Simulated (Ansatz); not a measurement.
Structure types of Cl were relaxed at one common pressure (all-electron LAPW in Ansatz 0.2.0 under PBE, scalar-relativistic, no spin polarisation, zero temperature). They take these volumes:

```json
{"type": "fcc", "space group": "Fm-3m", "V (Å³/atom)": "15.00"}
{"type": "bcc", "space group": "Im-3m", "V (Å³/atom)": "15.18"}
{"type": "distorted hcp", "space group": "P6_3/mmc", "V (Å³/atom)": "15.46"}
{"type": "distorted omega", "space group": "P6/mmm", "V (Å³/atom)": "16.02"}
{"type": "sc", "space group": "Pm-3m", "V (Å³/atom)": "16.85"}
{"type": "beta tin", "space group": "I4_1/amd", "V (Å³/atom)": "17.07"}
```

Task: At about which pressure, and is the densest type also the lowest in enthalpy?

Result: 26 GPa. The densest is fcc, and it is 322 meV/atom above distorted omega: its gain in pV doesn't pay for its higher energy here.
